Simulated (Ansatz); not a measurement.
**SnS: relaxing cell and atoms**

Aim: in SnS, a crystal from a database, its volume scaled a little, relax cell and atoms, then read levels, charges and fields where it ends.

The COD entry's cell or inner coordinates are ideal or old and differ from later refinements, so a difference from it is no clean test against experiment.

Program: Ansatz 0.2.0. Level of theory: DFT, r2SCAN, no spin polarisation, plane waves, PAW. These are calculated values, not measurements.

## 1. Geometry

It takes space group Pnma (No. 62, orthorhombic). The conventional cell has a = 11.048 Å, b = 3.933 Å, c = 4.279 Å, α = 90.00°, β = 90.00°, γ = 90.00°. Sn (site symmetry m) is surrounded by 3 S at 2.59 to 2.65 Å. S (site symmetry m) is surrounded by 3 Sn at 2.59 to 2.65 Å.

The coordinates stand in the input below.

It starts from an earlier solution of the starting cell (checkpoint.read).

## 2. The walk to rest

input.yaml reads:

```yaml
crystal:
  lattice:
    - [4.27905164, 0.0, 0.0]
    - [0.0, 11.04845204, 0.0]
    - [0.0, 0.0, 3.93316987]
  atoms:
    - { symbol: Sn, position: [0.115, 0.118, 0.25] }
    - { symbol: Sn, position: [0.885, 0.882, 0.75] }
    - { symbol: Sn, position: [0.615, 0.382, 0.75] }
    - { symbol: Sn, position: [0.385, 0.618, 0.25] }
    - { symbol: S, position: [0.478, 0.85, 0.25] }
    - { symbol: S, position: [0.522, 0.15, 0.75] }
    - { symbol: S, position: [0.978, 0.65, 0.75] }
    - { symbol: S, position: [0.022, 0.35, 0.25] }
  symmetry: { tolerance: 0.0003 }
kpoints:
  mp_grid: { grid: [6, 3, 7], shift: [0, 0, 0] }
magnetization:
  spin_polarized: false
scf:
  occupations: { method: fermi_dirac }
  lower_state_search: "off"
hamiltonian:
  pseudopotentials: { kind: paw }
  xc: r2scan
basis:
  ecutwfc: 500
  fft_grid_basis: typed
relax:
  max_steps: 40
  cell: { p_target: 0.0 }
  f_tol: 0.03
output:
  forces: true
  stress: true
  eigenvalues: true
  bader: true
  populations: true
  elf: true
  write_potential: true
  volumetric_format: npy
  dos:
    e_range: [-12, 8]
    de: 0.05
    projected: { site_lists: { S: [S], Sn: [Sn] } }
checkpoint:
  read: saved_state
```

Command:

```bash
ansatz run input.yaml --threads 2 --pin off --max-ram 3584MiB --backend cpu --events-out ev --progress --plain --runs-dir out
```

The program printed, cut to the lines that bear on the results:

```text
Warning: RAYON_NUM_THREADS=2 ignored (pool sized by the plan → 2); use --threads N
[...]
Pseudopotentials: kind: paw
Pseudopotential: Sn, paw, valence charge 14, recommended cutoff 500 eV (meta_gga), Sn.paw.azcp
Pseudopotential: S, paw, valence charge 6, recommended cutoff 500 eV (meta_gga), S.paw.azcp
Functional definition: r2SCAN
[...]
Crystal: 8 atoms, lattice volume = 185.948 Å³
Basis set: ecut = 500 eV, 4725 PW (Γ), exchange–correlation on 128×324×120 points (64 copies of the dense FFT grid, shifted against one another)
Bands: 48, of which v1, the nominal top of the filled ones, is band 40 counted from 1 (39 counted from 0)
Symmetry: 8 space group operations
Space group: Pnma (ITA 62), of the structure as read, at distance tolerance 1.7e-3 Å
k-points: 32 of 126
[...]
SCF iter   1: F=-27781.562087 eV  HF=-27781.561015 eV  |F-HF|=1.07e-3  |Δ(HF+E_count)|=         —  Δρ=5.68e-4  dr2=2.49e-4  dr2_τ=1.83e-4  ethr=9.38e-7  ⟨swp⟩=3.0  Hψ=10070  notcnv=0
[...]
relax step   1: F+E_penalty+E_count = -27781.56222893 eV  Δ(F+E_penalty+E_count) = +0.000e0 eV  max|allowed force component| = 1.296e-1 eV/Å  Δτ_max = 0.0000 Å  P = +3.300 GPa  Ω = 185.948 Å³  (5 SCF iters, dr2 threshold 1.00e-7 eV, accepted)
[...]
relax step   4: F+E_penalty+E_count = -27781.72062876 eV  Δ(F+E_penalty+E_count) = -5.721e-3 eV  max|allowed force component| = 4.704e-2 eV/Å  Δτ_max = 0.0503 Å  P = -0.030 GPa  Ω = 205.125 Å³  energy of the carried Pulay correction = -1.494e-3 eV  (7 SCF iters, dr2 threshold 8.00e-7 eV, accepted)
[...]
relax step   5: F+E_penalty+E_count = -27781.72476220 eV  Δ(F+E_penalty+E_count) = -4.133e-3 eV  max|allowed force component| = 3.251e-2 eV/Å  Δτ_max = 0.0296 Å  P = +0.186 GPa  Ω = 203.860 Å³  energy of the carried Pulay correction = -1.400e-3 eV  (6 SCF iters, dr2 threshold 1.72e-7 eV, accepted)
[...]
SCF iter   2: F=-27781.726918 eV  HF=-27781.727009 eV  |F-HF|=9.07e-5  |Δ(HF+E_count)|=   3.47e-2  Δρ=6.62e-4  dr2=9.08e-4  dr2_τ=3.72e-5  ethr=7.06e-6  ⟨swp⟩=2.8  Hψ=3225  notcnv=0
```

## 3. The log goes on

Output, continued:

```text
SCF iter   3: F=-27781.727110 eV  HF=-27781.727049 eV  |F-HF|=6.10e-5  |Δ(HF+E_count)|=   4.02e-5  Δρ=4.35e-4  dr2=3.12e-4  dr2_τ=6.46e-6  ethr=1.13e-6  ⟨swp⟩=2.0  Hψ=2944  notcnv=0
SCF iter   4: F=-27781.727232 eV  HF=-27781.727231 eV  |F-HF|=8.30e-7  |Δ(HF+E_count)|=   1.82e-4  Δρ=5.44e-5  dr2=6.54e-6  dr2_τ=4.06e-7  ethr=3.90e-7  ⟨swp⟩=3.0  Hψ=2851  notcnv=0
SCF iter   5: F=-27781.727233 eV  HF=-27781.727234 eV  |F-HF|=6.98e-7  |Δ(HF+E_count)|=   2.87e-6  Δρ=2.93e-5  dr2=2.44e-6  dr2_τ=2.97e-8  ethr=8.18e-9  ⟨swp⟩=3.0  Hψ=2932  notcnv=0
SCF iter   6: F=-27781.727234 eV  HF=-27781.727234 eV  |F-HF|=1.70e-7  |Δ(HF+E_count)|=   6.14e-8  Δρ=1.28e-5  dr2=5.06e-7  dr2_τ=6.88e-9  ethr=3.04e-9  ⟨swp⟩=2.3  Hψ=2817  notcnv=0
SCF iter   7: F=-27781.727234 eV  HF=-27781.727234 eV  |F-HF|=1.09e-8  |Δ(HF+E_count)|=   1.83e-8  Δρ=3.65e-6  dr2=4.39e-8  dr2_τ=2.56e-10  ethr=4.70e-10  ⟨swp⟩=11.5  Hψ=11320  notcnv=0
SCF 6 converged in 7 iterations: F = -27781.727234 eV  dr2 = 4.39e-8
relax step   6: F+E_penalty+E_count = -27781.72723397 eV  Δ(F+E_penalty+E_count) = -2.472e-3 eV  max|allowed force component| = 7.196e-3 eV/Å  Δτ_max = 0.0239 Å  P = -0.010 GPa  Ω = 204.415 Å³  energy of the carried Pulay correction = -1.441e-3 eV  (7 SCF iters, dr2 threshold 3.76e-7 eV, accepted)
Crystal: 8 atoms, lattice volume = 204.352 Å³
Basis set: ecut = 500 eV, 5183 PW (Γ), exchange–correlation on 128×324×120 points (64 copies of the dense FFT grid, shifted against one another)
iter 1 solved again at ethr=1.23e-6 eV; its pass at ethr=3.10e-3 eV (dr2=9.84e-4 eV) is discarded
SCF iter   1: F=-27781.726063 eV  HF=-27781.719237 eV  |F-HF|=6.83e-3  |Δ(HF+E_count)|=         —  Δρ=6.38e-4  dr2=9.77e-4  dr2_τ=6.53e-3  ethr=1.23e-6  ⟨swp⟩=3.5  Hψ=7754  notcnv=0
preconditioner: auto → Resta (q_TF=auto, 2.334 Å⁻¹)  ε∞=2.9  [insulator: Δε(μ)=1.330 eV  Ē_g=16.949 eV  σ=0.100 eV  W_gap=1.00  n_scr=48 (ndim 8)  ℏωp=23.2 eV  f_vac=0.000  D(μ)=0.00/eV (n_scr^D=0)  ε∞_Penn≈2.9]
SCF iter   2: F=-27781.727362 eV  HF=-27781.727373 eV  |F-HF|=1.10e-5  |Δ(HF+E_count)|=   8.14e-3  Δρ=3.08e-4  dr2=1.92e-4  dr2_τ=7.06e-6  ethr=1.22e-6  ⟨swp⟩=2.8  Hψ=3025  notcnv=0
SCF iter   3: F=-27781.727398 eV  HF=-27781.727382 eV  |F-HF|=1.53e-5  |Δ(HF+E_count)|=   9.58e-6  Δρ=2.12e-4  dr2=7.41e-5  dr2_τ=1.27e-6  ethr=2.40e-7  ⟨swp⟩=2.0  Hψ=2944  notcnv=0
SCF iter   4: F=-27781.727414 eV  HF=-27781.727414 eV  |F-HF|=7.56e-7  |Δ(HF+E_count)|=   3.20e-5  Δρ=3.20e-5  dr2=2.69e-6  dr2_τ=9.86e-8  ethr=9.27e-8  ⟨swp⟩=2.0  Hψ=2919  notcnv=0
SCF iter   5: F=-27781.727484 eV  HF=-27781.727484 eV  |F-HF|=3.27e-7  |Δ(HF+E_count)|=   6.97e-5  Δρ=1.84e-5  dr2=9.38e-7  dr2_τ=8.74e-9  ethr=3.37e-9  ⟨swp⟩=2.6  Hψ=2835  notcnv=0
SCF iter   6: F=-27781.727484 eV  HF=-27781.727484 eV  |F-HF|=6.67e-8  |Δ(HF+E_count)|=   3.39e-8  Δρ=7.63e-6  dr2=1.76e-7  dr2_τ=1.63e-9  ethr=1.17e-9  ⟨swp⟩=2.0  Hψ=2816  notcnv=0
SCF iter   7: F=-27781.727484 eV  HF=-27781.727484 eV  |F-HF|=4.18e-9  |Δ(HF+E_count)|=   1.36e-8  Δρ=2.17e-6  dr2=1.51e-8  dr2_τ=8.66e-11  ethr=2.20e-10  ⟨swp⟩=2.8  Hψ=2917  notcnv=0
SCF iter   8: F=-27781.727484 eV  HF=-27781.727484 eV  |F-HF|=4.66e-10  |Δ(HF+E_count)|=  1.96e-10  Δρ=5.66e-7  dr2=1.13e-9  dr2_τ=1.10e-11  ethr=1.89e-11  ⟨swp⟩=2.3  Hψ=2677  notcnv=0
SCF iter   9: F=-27781.727484 eV  HF=-27781.727484 eV  |F-HF|=7.28e-11  |Δ(HF+E_count)|=  8.73e-11  Δρ=2.12e-7  dr2=1.66e-10  dr2_τ=1.03e-12  ethr=1.41e-12  ⟨swp⟩=2.8  Hψ=2844  notcnv=0
SCF iter  10: F=-27781.727484 eV  HF=-27781.727484 eV  |F-HF|=1.46e-11  |Δ(HF+E_count)|=  2.18e-11  Δρ=2.10e-8  dr2=7.89e-13  dr2_τ=2.12e-14  ethr=1.00e-12  ⟨swp⟩=7.1  Hψ=7647  notcnv=0
SCF 7 converged in 10 iterations: F = -27781.727484 eV  dr2 = 7.89e-13
relax step   7: F+E_penalty+E_count = -27781.72748400 eV  Δ(F+E_penalty+E_count) = -2.500e-4 eV  max|allowed force component| = 5.736e-3 eV/Å  Δτ_max = 0.0111 Å  P = -0.003 GPa  Ω = 204.352 Å³  energy of the carried Pulay correction = -1.437e-3 eV  (10 SCF iters, accepted)
Basis set: ecut = 500 eV, 5183 PW (Γ), exchange–correlation on 144×360×120 points (64 copies of the dense FFT grid, shifted against one another)
Initial wavefunctions: pseudopotential atomic-orbital guess (no wavefunctions were taken with the density)
iter 1 solved again at ethr=7.51e-7 eV; its pass at ethr=3.10e-3 eV (dr2=6.01e-4 eV) is discarded
SCF iter   1: F=-27781.729473 eV  HF=-27781.729463 eV  |F-HF|=9.65e-6  |Δ(HF+E_count)|=         —  Δρ=6.33e-5  dr2=8.06e-7  dr2_τ=4.86e-6  ethr=7.51e-7  ⟨swp⟩=3.0  Hψ=10036  notcnv=0
eigensolver tolerance schedule: the retry pair's looser diagonalisation over-reported the residual by 744.12 of it (diagonalisation noise at 0.22 of the residual, at the tolerance the schedule requests for it); recorded, not acted on — ethr = c·dr2/N_el stays at c = 1.0e-1
preconditioner: auto → Resta (q_TF=auto, 2.334 Å⁻¹)  ε∞=2.9  [insulator: Δε(μ)=1.328 eV  Ē_g=16.949 eV  σ=0.100 eV  W_gap=1.00  n_scr=48 (ndim 8)  ℏωp=23.2 eV  f_vac=0.000  D(μ)=0.00/eV (n_scr^D=0)  ε∞_Penn≈2.9]
SCF iter   2: F=-27781.729473 eV  HF=-27781.729471 eV  |F-HF|=1.92e-6  |Δ(HF+E_count)|=   7.43e-6  Δρ=3.23e-5  dr2=2.19e-7  dr2_τ=3.26e-7  ethr=1.01e-9  ⟨swp⟩=3.0  Hψ=3060  notcnv=0
SCF iter   3: F=-27781.729473 eV  HF=-27781.729473 eV  |F-HF|=7.04e-8  |Δ(HF+E_count)|=   1.93e-6  Δρ=6.14e-6  dr2=8.60e-9  dr2_τ=1.18e-8  ethr=2.73e-10  ⟨swp⟩=2.0  Hψ=2176  notcnv=0
SCF iter   4: F=-27781.729473 eV  HF=-27781.729473 eV  |F-HF|=2.29e-10  |Δ(HF+E_count)|=   7.37e-8  Δρ=4.48e-7  dr2=1.19e-10  dr2_τ=8.61e-11  ethr=1.08e-11  ⟨swp⟩=3.0  Hψ=2946  notcnv=0
SCF iter   5: F=-27781.729473 eV  HF=-27781.729473 eV  |F-HF|=1.09e-11  |Δ(HF+E_count)|=  2.33e-10  Δρ=7.12e-8  dr2=1.45e-11  dr2_τ=1.94e-12  ethr=1.00e-12  ⟨swp⟩=8.9  Hψ=8488  notcnv=0
SCF 8 converged in 5 iterations: F = -27781.729473 eV  dr2 = 1.45e-11
relax step   8: F+E_penalty+E_count = -27781.72947286 eV  Δ(F+E_penalty+E_count) = -1.989e-3 eV  max|allowed force component| = 5.643e-3 eV/Å  Δτ_max = 0.0000 Å  P = +0.004 GPa  Ω = 204.352 Å³  stress off target by 8.04e-3 GPa  SCF on the basis re-selected at this cell (its energy is not comparable with the rows above)  (5 SCF iters)
basis re-selected at this cell: Δ(F+E_penalty+E_count) = -1.989e-3 eV, ΔP = +0.007 GPa vs the last step (what re-selecting the basis moved, of the pressure what is left beyond the Pulay correction that the steps carried, after the strain that the cell walked since its last selection, with what the two solves' SCF thresholds leave and, on support functions, any second-order correction that the steps lacked; it is no measure of the basis error at this ecutwfc). The dense FFT grid was sized anew with the basis: this SCF ran on 36×90×30 points, the steps before it on 32×81×30, so part of this shift can come from that change (see relax.cell in the input reference). This SCF's stress stands 8.04e-3 GPa from its target on what of the cell is left free (relax.cell.stress_tol is 5.00e-2 GPa) and its largest allowed force component is 5.64e-3 eV/Å (relax.f_tol is 3.00e-2 eV/Å): within both
SCF converged after 5 iterations
Free energy (F): -27781.729473 eV
Harris-Foulkes:  -27781.729473 eV  (|F-HF|=1.09e-11)
Internal energy: -27781.729226 eV  (E = F + TS)
E sigma→0 (E₀):  -27781.729350 eV
Entropy (-TS):   -0.000247 eV (-0.031 meV/atom)
Fermi energy:    8.048970 eV
--- Per-component energies (eV) ---
  E_band       = -506.454433
  E_kinetic    = 1165.282315
  E_local      = -4533.782251  (includes V_loc(G=0)·N_el)
  E_nonlocal   = -19.221952
  E_hartree    = 2545.739889
  E_xc         = -1867.687467
  E_vxc        = -796.296218  (∫ρ·V_xc dr)
  E_paw        = -19063.859551  (= ΣΔE_a)
  E_vpaw       = -1457.660714  (= ΣTr[D̂ρ^β])
  E_aug_tail   = 0.000002  (compensation charges beyond the density's cutoff)
  E_vtau       = 43.744663  (kinetic-family band-sum trace: ∫τ·v_τ [+ j·A + Jᵃ·Aᵃ] dr)
  E_ewald      = -6010.702425
  E_core_change = 2.502212  (= ΣΔE_core)
  E_smearing   = -0.000247  (= −TS)
  E_closure    = 0.000000  (closes the sum)
  Σ components = -27781.729473   (vs F -27781.729473, Δ=0.00e0)
--- Forces (eV/Å), atoms counted from 1 ---
  atom   1  Sn     0.00159921    -0.00061615    -0.00000000
  atom   2  Sn    -0.00159921     0.00061615     0.00000000
  atom   3  Sn     0.00159921     0.00061615    -0.00000000
  atom   4  Sn    -0.00159921    -0.00061615     0.00000000
  atom   5  S      0.00265676     0.00564320    -0.00000000
  atom   6  S     -0.00265676    -0.00564320     0.00000000
  atom   7  S      0.00265676    -0.00564320    -0.00000000
  atom   8  S     -0.00265676     0.00564320     0.00000000
  max |Σ_I F_I| component: 8.67e-19 eV/Å
--- Stress (GPa, compression-positive) ---
        0.002077      -0.000000      -0.000000
       -0.000000       0.002184       0.000000
       -0.000000       0.000000       0.008042
  P = ⅓ Tr σ = 0.0041 GPa (0.041 kbar)
--- Band table (eV; the first three rows and the last of 32) ---
  k-point 0: bands = ["-14.5685", "-14.5554", "-14.5443", "-14.5369", "-14.5312", "-14.5275", "-14.5258", "-14.5220", "-14.5023", "-14.5022", "-14.4956", "-14.4856", "-14.4855", "-14.4832", "-14.4591", "-14.4538", "-14.4503", "-14.4480", "-14.4422", "-14.4400", "-6.9009", "-6.6381", "-5.6542", "-5.2650", "-0.0119", "0.8908", "1.9156", "2.6372", "2.7356", "3.6219", "3.9328", "3.9659", "4.0643", "4.2823", "5.0507", "5.1938", "5.4463", "6.3934", "6.4755", "7.0630", "8.8149", "10.3562", "10.5210", "10.5737", "10.8430", "11.3959", "11.4125", "12.4989"]
  k-point 1: bands = ["-14.5626", "-14.5520", "-14.5384", "-14.5353", "-14.5316", "-14.5315", "-14.5279", "-14.5248", "-14.5012", "-14.5008", "-14.4959", "-14.4907", "-14.4839", "-14.4822", "-14.4622", "-14.4541", "-14.4514", "-14.4475", "-14.4412", "-14.4381", "-6.7702", "-6.5191", "-5.5932", "-5.2429", "-0.1254", "0.6886", "1.8830", "2.1562", "2.5466", "3.7259", "3.7699", "4.0362", "4.1091", "4.3018", "5.1127", "5.2164", "5.3479", "6.4812", "6.7176", "6.9845", "8.9758", "9.9684", "10.6580", "10.6702", "10.9842", "11.1060", "11.6686", "11.7867"]
  k-point 2: bands = ["-14.5521", "-14.5503", "-14.5427", "-14.5417", "-14.5286", "-14.5255", "-14.5252", "-14.5225", "-14.5004", "-14.5004", "-14.4968", "-14.4909", "-14.4866", "-14.4793", "-14.4685", "-14.4660", "-14.4458", "-14.4416", "-14.4388", "-14.4359", "-6.4065", "-6.1968", "-5.4801", "-5.2526", "-0.3905", "0.2631", "1.0229", "1.3201", "2.7992", "3.7117", "3.9864", "4.2291", "4.2816", "4.5246", "5.1143", "5.2571", "5.5356", "6.4387", "6.6541", "7.1190", "8.6774", "9.3831", "9.8725", "10.0774", "10.4364", "10.7900", "11.2312", "11.4949"]
  k-point 31: bands = ["-14.5609", "-14.5609", "-14.5569", "-14.5569", "-14.5226", "-14.5226", "-14.5186", "-14.5186", "-14.4970", "-14.4970", "-14.4930", "-14.4930", "-14.4758", "-14.4758", "-14.4694", "-14.4694", "-14.4393", "-14.4393", "-14.4350", "-14.4350", "-5.5196", "-5.5196", "-5.4568", "-5.4568", "0.2696", "0.2696", "0.5318", "0.5318", "2.6772", "2.6772", "3.1109", "3.1109", "3.5942", "3.5942", "4.0073", "4.0073", "5.5551", "5.5551", "6.0320", "6.0320", "10.2055", "10.2055", "10.6850", "10.6850", "11.8979", "11.8979", "12.0138", "12.0138"]
--- Relaxed structure (7 steps of the walk, 7 accepted, 1 SCFs on fresh bases) ---
  F+E_penalty+E_count = -27781.72947286 eV   max|allowed force component| = 5.643e-3 eV/Å   (the final SCF, on the basis selected at the relaxed cell)
  cell:  # Å, volume = 204.3524 Å³
    - [4.550569115235465, -1.73250041543221e-33, -1.6387047236099152e-17]
    - [-4.4732950633605774e-33, 11.354659611872416, 2.1622505951888084e-32]
    - [-1.5062459131082593e-17, 7.697457400906804e-33, 3.954940675970146]
  atoms:
    - { symbol: Sn, position: [0.13553673499722327, 0.12096086758750399, 0.25000000000000006] }
    - { symbol: Sn, position: [0.8644632650027766, 0.8790391324124959, 0.75] }
    - { symbol: Sn, position: [0.6355367349972232, 0.3790391324124959, 0.75] }
    - { symbol: Sn, position: [0.3644632650027768, 0.6209608675875039, 0.25000000000000006] }
    - { symbol: S, position: [0.48741613437560755, 0.8478526292447982, 0.25000000000000006] }
    - { symbol: S, position: [0.5125838656243923, 0.15214737075520166, 0.75] }
    - { symbol: S, position: [0.9874161343756078, 0.6521473707552016, 0.75] }
    - { symbol: S, position: [0.012583865624392421, 0.34785262924479826, 0.25000000000000006] }
--- Löwdin populations: 8 sites ---
  site symbol       q [e]
     0     Sn     13.5233
     1     Sn     13.5233
     2     Sn     13.5233
     3     Sn     13.5233
     4      S      6.4034
     5      S      6.4034
     6      S      6.4034
     7      S      6.4034
  spilling = 0.003663 (of n_electrons = 80.000000)
--- Bader charges: 8 sites ---
  site symbol  charge [e]  shift [e]
     0     Sn      1.0141     0.0010
     1     Sn      1.0141     0.0010
     2     Sn      1.0141     0.0010
     3     Sn      1.0141     0.0010
     4      S     -1.0141     0.0010
     5      S     -1.0141     0.0010
     6      S     -1.0141     0.0010
     7      S     -1.0141     0.0010
  estimated error of the sums over rays = 3.5e-4 e
```

Wall time 6.3 min (2 threads of AMD EPYC 7R43 (Zen 3), shared host); peak memory 1.1 GiB.

Relaxation path:

```csv
step,energy from step 1 (eV/cell),largest force component (eV/Å),pressure (GPa),volume (Å³)
1,0.0000,0.1296,3.30,185.95
2,-0.1092,0.1185,-1.39,211.63
3,-0.1527,0.0360,-0.33,204.63
4,-0.1584,0.0470,-0.03,205.13
5,-0.1625,0.0325,0.19,203.86
6,-0.1650,0.0072,-0.01,204.42
7,-0.1653,0.0057,0.00,204.35
8,-0.1672,0.0056,0.00,204.35
```

Step 1 is the start. Step 8 repeats the geometry before on a plane-wave basis chosen anew for that cell, so the energy can jump there without any move; the table keeps such jumps.

| input's cell | before | after | change |
| --- | --- | --- | --- |
| a (Å) | 4.279 | 4.551 | +6.3 % |
| b (Å) | 11.048 | 11.355 | +2.8 % |
| c (Å) | 3.933 | 3.955 | +0.6 % |
| volume (Å³/atom) | 23.24 | 25.54 | +9.9 % |

The largest move, 0.10 Å, apart from the change of the cell, is shared by several atoms, Sn2 among them.

## 4. States by energy

Counts of states in windows (eV from the Fermi level; tetrahedra), total and projected:

```csv
from,to,total,S p,Sn s,Sn p
-5.0,-4.5,2.52,1.58,0.09,0.79
-4.5,-4.0,3.05,2.09,0.09,0.80
-4.0,-3.5,3.18,2.29,0.10,0.71
-3.5,-3.0,3.17,2.47,0.08,0.56
-3.0,-2.5,3.12,2.48,0.14,0.44
-2.5,-2.0,1.94,1.06,0.33,0.49
-2.0,-1.5,2.81,1.58,0.52,0.62
-1.5,-1.0,2.29,1.20,0.68,0.36
-1.0,-0.5,0.36,0.18,0.12,0.04
-0.5,0.0,0.00,0.00,0.00,0.00
0.0,0.5,0.00,0.00,0.00,0.00
0.5,1.0,0.16,0.02,0.01,0.10
1.0,1.5,1.51,0.23,0.12,0.94
1.5,2.0,2.74,0.47,0.18,1.72
2.0,2.5,2.71,0.48,0.11,1.73
```

On the mesh the valence top lies at -0.70 eV and the conduction bottom at 0.63 eV on this scale. The bands computed are complete only to about 2.8 eV above the Fermi level.

## 5. How the electrons are shared

Gathered by element (positive charge: electrons given up): Löwdin charges also hold the electrons that the projection spills.

```csv
element,atoms,Bader charge (e),Bader volume (Å³),Löwdin charge (e)
Sn,4,+1.01,23.7,+0.48
S,4,-1.01,27.4,-0.40
```

The Löwdin projection spills 0.4 % of the electrons and depends on the orbitals chosen; where it disagrees with Bader's partition, neither is an observable.

## 6. Maps of the fields

Maps in the plane spanned by a and b at height 0.750 along c (axes of the input's cell), one cell: a runs left to right (14 points from zero), b bottom to top (26 points), 90° apart. Inside the augmentation spheres the fields are the smooth ones.

Valence density. Ten steps from '0' (0.00 e/Å³) to '9' (16.10 e/Å³), finer at the low end (step k begins (100^(k/10) - 1)/99 of the way up):
```
21100000012333
42100000124676
63100000125899
52100000124787
21100000012344
21100000001122
33210000001233
44321000001244
03431000001343
44321000001344
33210000001123
11100000000111
00000001111100
00000112333210
00000124676421
00000136998521
00000125787421
00000112443210
00000112221100
00001233332100
00012344442100
00013430343100
00012344443100
00001233321100
00000111111000
10000000001111
```

ELF. Ten even steps from '0' (0.00) to '9' (0.90):
```
57620000023445
45640000123101
24530000122000
33410000122000
22200000112322
55310000001235
99862000013789
68985100027997
03886200038981
57874100027998
99751000003899
76410001110257
10000146654100
00002675544320
00004654101321
00003542000221
00001433000221
00000222223211
00001355532100
00026899987310
00158986799720
00268830189830
00147875899720
00015799998300
10001467752011
64100001001456
```

Atoms within 0.2 Å of the plane, in fractions of a and b: Sn at (0.86, 0.88), Sn at (0.64, 0.38), S at (0.51, 0.15), S at (0.99, 0.65).

Scans along the contacts give these minima of the density:

```csv
contact,length (Å),minimum at (fraction),density (e/Å³),ELF
Sn1–S8,2.636,0.47,0.379,0.41
```

[end of part 1 of 2]
